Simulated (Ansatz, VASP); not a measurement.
## HfO2: VASP beside Ansatz

Wanted: the spread between two codes on one cell, functional and k mesh. The cell is taken from a series of runs on this material, whose earlier steps may have relaxed, scaled, displaced or heated it; both programs get it as it stands.

Method: plane waves, with VASP 6.6.1 beside it; single point at PBEsol, in Ansatz 0.2.0.

### 1. Starting point

The structure is orthorhombic, space group Pca2_1 (No. 29). The conventional cell has a = 5.219 Å, b = 5.005 Å, c = 5.033 Å, α = 90.00°, β = 90.00°, γ = 90.00°. Nearest to Hf lie 7 O at 2.02 to 2.27 Å. Nearest to O lie 3 Hf at 2.02 to 2.13 Å. Nearest to O lie 4 Hf at 2.10 to 2.27 Å. Farther neighbours and most contacts between anions are not listed.

### 2. Ansatz: single point, PBEsol

Ansatz runs on its PAW soft_1 files.

A single point gives forces, pressure and levels at one fixed geometry, so differences don't come from the geometry; what else differs is listed under the comparison.

The input, input.yaml:

```yaml
crystal:
  lattice:
    - [5.21946336, 0.0, 0.0]
    - [0.0, 5.00476369, 0.0]
    - [0.0, 0.0, 5.03268505]
  atoms:
    - { symbol: Hf, position: [0.9667928011, 0.733885981, 0.738662962] }
    - { symbol: Hf, position: [0.5332071989, 0.733885981, 0.238662962] }
    - { symbol: Hf, position: [0.4667928011, 0.266114019, 0.738662962] }
    - { symbol: Hf, position: [0.0332071989, 0.266114019, 0.238662962] }
    - { symbol: O, position: [0.6357762863, 0.9342204361, 0.8844415378] }
    - { symbol: O, position: [0.8642237137, 0.9342204361, 0.3844415378] }
    - { symbol: O, position: [0.2273996803, 0.535197078, 0.4898955003] }
    - { symbol: O, position: [0.2726003197, 0.535197078, 0.9898955003] }
    - { symbol: O, position: [0.7726003197, 0.464802922, 0.9898955003] }
    - { symbol: O, position: [0.7273996803, 0.464802922, 0.4898955003] }
    - { symbol: O, position: [0.1357762863, 0.0657795639, 0.8844415378] }
    - { symbol: O, position: [0.3642237137, 0.0657795639, 0.3844415378] }
kpoints:
  mp_grid: { grid: [4, 4, 4] }
scf:
  occupations: { method: fixed }
hamiltonian:
  xc: pbesol
  pseudopotentials:
    kind: paw
    frozen_core: stored
    azcp: { folder: soft_1 }
    xc_functional: pbe
output:
  forces: false
  stress: false
  efg: { quadrupole_moments_barn: { Hf: 3.365, O: -0.02558 } }
  write_density: true
  write_potential: true
  elf: true
  volumetric_format: npy
```

Command:

```sh
ansatz run input.yaml --threads 4 --pin off --max-ram 8192MiB --backend cpu --events-out ev --progress --plain --runs-dir out
```

Numbers of over 12 decimals in the logs are rounded to 6 here.

The program printed:

```text
Hf: output.efg is read without spin–orbit coupling, which moves field gradients at and beside such atoms by some per cent and up to a factor of two; PAW files take it under magnetization.noncollinear and magnetization.spin_orbit
Engine: ansatz 0.2.0, aarch64-unknown-linux-gnu
Pseudopotentials: kind: paw
Pseudopotential: Hf, paw, valence charge 26, recommended cutoff 420 eV (normal), soft_1/Hf.paw.azcp
Pseudopotential: O, paw, valence charge 6, recommended cutoff 420 eV (normal), soft_1/O.paw.azcp
Functional definition: PBEsol
  exchange = pbesol_x
  correlation = pbesol_c
Crystal: 12 atoms, lattice volume = 131.465 Å³
Basis set: ecut = 420 eV, 2577 PW (Γ)
Bands: 92, of which v1, the nominal top of the filled ones, is band 76 counted from 1 (75 counted from 0)
Symmetry: 4 space group operations
Space group: Pca21 (ITA 29), of the structure as read, at distance tolerance 5.1e-5 Å
k-points: 27 of 64 (time reversal used)
Non-local potential: Hf, projectors of the file, l = 0: 3, l = 1: 2, l = 2: 2, l = 3: 3
Non-local potential: O, projectors of the file, l = 0: 2, l = 1: 2, l = 2: 1
PAW form: soft (Blöchl's): semilocal exchange-correlation on the pseudo side does not see the compensation charge
PAW frozen core: Hf, as the file was generated: the input asks for it (`frozen_core: stored`)
PAW frozen core: O, as the file was generated: the input asks for it (`frozen_core: stored`)
PAW one-centre angular grid: Hf, 590 points (default); XC on 64 Gauss nodes
PAW one-centre angular grid: O, 110 points (default); XC on 64 Gauss nodes
Initial density: superposition of atomic densities (chi_scale 0.1, normalization cell, long waves kept (reshape's long-wave potential 0.01 eV rms))
Initial wavefunctions: pseudopotential atomic-orbital guess
Functional: x = pbesol(κ = 0.804, μ = 0.123457), c = pbesol(β = 0.046)
SCF iter   1: F=—  HF=-66906.677638 eV  |F-HF|=—  |Δ(HF+E_count)|=         —  Δρ=9.31e-2  dr2=8.82e0  ethr=3.10e-3  ⟨swp⟩=4.1  Hψ=6877  notcnv=0  defer=294
preconditioner: auto → Resta (q_TF=auto, 2.795 Å⁻¹)  ε∞=5.1  [insulator: Δε(μ)=3.471 eV  Ē_g=19.221 eV  n_scr=52 (ndim 8)  ℏωp=38.9 eV  f_vac=0.000  ε∞_Penn≈5.1]
SCF iter   2: F=—  HF=-66904.671650 eV  |F-HF|=—  |Δ(HF+E_count)|=    2.01e0  Δρ=4.27e-2  dr2=2.07e0  ethr=3.10e-3  ⟨swp⟩=2.1  Hψ=4969  notcnv=0  defer=273
SCF iter   3: F=—  HF=-66904.103362 eV  |F-HF|=—  |Δ(HF+E_count)|=   5.68e-1  Δρ=2.19e-2  dr2=5.72e-1  ethr=1.36e-3  ⟨swp⟩=2.0  Hψ=3822  notcnv=0  defer=368
SCF iter   4: F=—  HF=-66903.952271 eV  |F-HF|=—  |Δ(HF+E_count)|=   1.51e-1  Δρ=7.89e-3  dr2=5.16e-2  ethr=3.77e-4  ⟨swp⟩=2.3  Hψ=4431  notcnv=0  defer=365
SCF iter   5: F=—  HF=-66903.982454 eV  |F-HF|=—  |Δ(HF+E_count)|=   3.02e-2  Δρ=3.49e-3  dr2=1.72e-2  ethr=3.39e-5  ⟨swp⟩=2.0  Hψ=3985  notcnv=0  defer=374
SCF iter   6: F=—  HF=-66903.974072 eV  |F-HF|=—  |Δ(HF+E_count)|=   8.38e-3  Δρ=7.25e-4  dr2=6.24e-4  ethr=1.13e-5  ⟨swp⟩=2.0  Hψ=4354  notcnv=0  defer=374
SCF iter   7: F=—  HF=-66903.975122 eV  |F-HF|=—  |Δ(HF+E_count)|=   1.05e-3  Δρ=4.10e-4  dr2=1.76e-4  ethr=4.10e-7  ⟨swp⟩=2.0  Hψ=4299  notcnv=0  defer=346
SCF iter   8: F=—  HF=-66903.975146 eV  |F-HF|=—  |Δ(HF+E_count)|=   2.37e-5  Δρ=6.32e-5  dr2=4.50e-6  ethr=1.16e-7  ⟨swp⟩=2.0  Hψ=4279  notcnv=0  defer=265
SCF iter   9: F=—  HF=-66903.975168 eV  |F-HF|=—  |Δ(HF+E_count)|=   2.21e-5  Δρ=4.55e-5  dr2=2.11e-6  ethr=2.96e-9  ⟨swp⟩=2.1  Hψ=4131  notcnv=0  defer=265
SCF iter  10: F=-66903.975168 eV  HF=-66903.975168 eV  |F-HF|=2.49e-9  |Δ(HF+E_count)|=   3.52e-7  Δρ=1.05e-5  dr2=9.60e-8  ethr=6.58e-11  ⟨swp⟩=10.1  Hψ=11303  notcnv=0
SCF 1 converged in 10 iterations: F = -66903.975168 eV  dr2 = 9.60e-8
  greatest PAW one-centre occupation: 0.999 electrons in one spin orbital (limit 2), on the Hf atom at site 3 (counted from 0), in its partial waves of l = 0
SCF converged after 10 iterations
Free energy (F): -66903.975168 eV
Harris-Foulkes:  -66903.975168 eV  (|F-HF|=2.49e-9)
Internal energy: -66903.975168 eV  (E = F + TS)
E sigma→0 (E₀):  -66903.975168 eV
Fermi energy:    13.856684 eV
--- Per-component energies (eV) ---
  E_band       = -25.201818
  E_kinetic    = 2975.488371
  E_local      = -28326.909542  (includes V_loc(G=0)·N_el)
  E_nonlocal   = 677.079284
  E_hartree    = 13507.175980
  E_xc         = -1624.923958
  E_vxc        = -1745.963635  (∫ρ·V_xc dr)
  E_paw        = -31575.608020  (= ΣΔE_a)
  E_vpaw       = -619.257028  (= ΣTr[D̂ρ^β])
  E_aug_tail   = 0.006355  (compensation charges beyond the density's cutoff)
  E_ewald      = -22536.283638
  E_smearing   = -0.000000  (= −TS)
  E_closure    = -0.000000  (closes the sum)
  Σ components = -66903.975168   (vs F -66903.975168, Δ=0.00e0)
--- PAW observables at the nuclei: V_zz in 10²¹ V/m², potentials from the cell's mean, atoms counted from 1 ---
  atom   1  Hf V_zz =   -10.563257   η = 0.9604   by run symmetry: allowed   C_q = -859.4829 MHz
            electrostatic potential = -14185.274820 V   contact ρ = none
  atom   2  Hf V_zz =   -10.563257   η = 0.9604   by run symmetry: allowed   C_q = -859.4829 MHz
            electrostatic potential = -14185.274820 V   contact ρ = none
  atom   3  Hf V_zz =   -10.563257   η = 0.9604   by run symmetry: allowed   C_q = -859.4829 MHz
            electrostatic potential = -14185.274820 V   contact ρ = none
  atom   4  Hf V_zz =   -10.563257   η = 0.9604   by run symmetry: allowed   C_q = -859.4829 MHz
            electrostatic potential = -14185.274820 V   contact ρ = none
  atom   5  O  V_zz =    -2.609570   η = 0.6348   by run symmetry: allowed   C_q = +1.6141 MHz
            electrostatic potential = -630.990600 V   contact ρ = none
  atom   6  O  V_zz =    -2.609570   η = 0.6348   by run symmetry: allowed   C_q = +1.6141 MHz
            electrostatic potential = -630.990600 V   contact ρ = none
  atom   7  O  V_zz =    +2.159640   η = 0.1889   by run symmetry: allowed   C_q = -1.3358 MHz
            electrostatic potential = -630.592258 V   contact ρ = none
  atom   8  O  V_zz =    +2.159640   η = 0.1889   by run symmetry: allowed   C_q = -1.3358 MHz
            electrostatic potential = -630.592258 V   contact ρ = none
  atom   9  O  V_zz =    +2.159640   η = 0.1889   by run symmetry: allowed   C_q = -1.3358 MHz
            electrostatic potential = -630.592258 V   contact ρ = none
  atom  10  O  V_zz =    +2.159640   η = 0.1889   by run symmetry: allowed   C_q = -1.3358 MHz
            electrostatic potential = -630.592258 V   contact ρ = none
  atom  11  O  V_zz =    -2.609570   η = 0.6348   by run symmetry: allowed   C_q = +1.6141 MHz
            electrostatic potential = -630.990600 V   contact ρ = none
  atom  12  O  V_zz =    -2.609570   η = 0.6348   by run symmetry: allowed   C_q = +1.6141 MHz
            electrostatic potential = -630.990600 V   contact ρ = none
--- Band table (eV; the first three rows and the last of 27) ---
  k-point 0: bands = [... 72 lower, 13.1540, 13.6734, 13.8204, 13.8567, 18.7659, 19.0207, 19.2290, 19.5890, ... 12 higher]
  k-point 1: bands = [... 72 lower, 13.0377, 13.5901, 13.7217, 13.7276, 18.5960, 18.9796, 19.0188, 19.4371, ... 12 higher]
  k-point 2: bands = [... 72 lower, 13.5016, 13.5016, 13.6182, 13.6182, 18.4868, 18.4868, 19.1494, 19.1494, ... 12 higher]
  k-point 26: bands = [... 72 lower, 13.0001, 13.0001, 13.0001, 13.0001, 18.5098, 18.5098, 18.5098, 18.5098, ... 12 higher]
```

In the SCF lines HF is the Harris–Foulkes energy and dr2 the Hartree energy of the density residual, in eV; the loop may stop once dr2 is under the threshold and the program's other checks hold. Hψ counts applications of the Hamiltonian.

### 3. VASP: single point, PBEsol

The same cell, functional and mesh now go to VASP, with its own data sets.

Lines of VASP's logs that name or quote its potential files are left out, and so is its time.

The input, INCAR:

```
SYSTEM = HfO2
PREC = Accurate
ENCUT = 520
EDIFF = 1E-06
NELM = 120
ISMEAR = 0
SIGMA = 0.01
LREAL = .FALSE.
ALGO = Normal
GGA = PS
NBANDS = 56
LASPH = .TRUE.
LORBIT = 11
LWAVE = .FALSE.
LCHARG = .FALSE.
ISIF = 2
GGA_COMPAT = .FALSE.
EFERMI = MIDGAP
KPAR = 2
```

The input, POSCAR:

```
HfO2
1.0
    5.2194633600      0.0000000000      0.0000000000
    0.0000000000      5.0047636900      0.0000000000
    0.0000000000      0.0000000000      5.0326850500
Hf O
4 8
Direct
    0.9667928011      0.7338859810      0.7386629620
    0.5332071989      0.7338859810      0.2386629620
    0.4667928011      0.2661140190      0.7386629620
    0.0332071989      0.2661140190      0.2386629620
    0.6357762863      0.9342204361      0.8844415378
    0.8642237137      0.9342204361      0.3844415378
    0.2273996803      0.5351970780      0.4898955003
    0.2726003197      0.5351970780      0.9898955003
    0.7726003197      0.4648029220      0.9898955003
    0.7273996803      0.4648029220      0.4898955003
    0.1357762863      0.0657795639      0.8844415378
    0.3642237137      0.0657795639      0.3844415378
```

The input, KPOINTS:

```
Automatic mesh
0
Gamma
4 4 4
0 0 0
```

PAW data sets: Hf_pv and O (PBE family, release 64).

Command:

```sh
mpirun -np 2 vasp_std
```

The program printed:

```text
[banner, memory and clock lines left out]
running    2 mpi-ranks, on    1 nodes
 distrk:  each k-point on    1 cores,    2 groups
 distr:  one band on    1 cores,    1 groups

 POSCAR found type information on POSCAR HfO
 POSCAR found :  2 types and      12 ions
|                                                                             |
|               ----> ADVICE to this user running VASP <----                  |
|                                                                             |
|     You enforced a specific xc type in the INCAR file but a different       |
|     [... a line on the potential file left out ...]
|     I HOPE YOU KNOW WHAT YOU ARE DOING!                                     |
|                                                                             |

 LDA part: xc-table for (Slater+PW92), standard interpolation
 POSCAR, INCAR and KPOINTS ok, starting setup
 FFT: planning ... GRIDC
 FFT: planning ... GRID_SOFT
 FFT: planning ... GRID
 WAVECAR not read
 entering main loop
       N       E                     dE             d eps       ncg     rms          rms(c)
DAV:   1     0.554799261110E+03    0.55480E+03   -0.50518E+04  3024   0.158E+03
DAV:   2    -0.112961837821E+03   -0.66776E+03   -0.64842E+03  3824   0.407E+02
DAV:   3    -0.146412519484E+03   -0.33451E+02   -0.33308E+02  3536   0.828E+01
DAV:   4    -0.146840147088E+03   -0.42763E+00   -0.42687E+00  3792   0.102E+01
DAV:   5    -0.146846232466E+03   -0.60854E-02   -0.60837E-02  3592   0.112E+00    0.112E+02
DAV:   6    -0.127560597894E+03    0.19286E+02   -0.97437E+01  3448   0.394E+01    0.919E+01
DAV:   7    -0.127176116353E+03    0.38448E+00   -0.52909E+00  3720   0.111E+01    0.494E+01
DAV:   8    -0.127140776733E+03    0.35340E-01   -0.37072E-01  3536   0.333E+00    0.899E+00
DAV:   9    -0.127107093411E+03    0.33683E-01   -0.14169E-01  3464   0.189E+00    0.441E+00
DAV:  10    -0.127105033393E+03    0.20600E-02   -0.13343E-02  3688   0.552E-01    0.236E-01
DAV:  11    -0.127105130924E+03   -0.97530E-04   -0.11817E-03  3672   0.177E-01    0.501E-02
DAV:  12    -0.127105150276E+03   -0.19353E-04   -0.14022E-04  3592   0.586E-02    0.112E-01
DAV:  13    -0.127105148839E+03    0.14375E-05   -0.36593E-05  3672   0.277E-02    0.449E-02
DAV:  14    -0.127105148026E+03    0.81315E-06   -0.36285E-06  3016   0.112E-02
   1 F= -.12710515E+03 E0= -.12710515E+03  d E =0.000000E+00
```

[end of part 1 of 2]

[Lines on the potential files, build, host, timing and source positions are cut from VASP's logs without a mark.]

[Logs are printed without paths, hosts, clocks, repeated set-up lines and the standing remarks that a program may print on its own settings, such as how far it seeks lower states.]

[Hosts, paths, dates, database ids (printed as entryN), source tags and the programs' standing remarks are cut or masked in the printed files.]
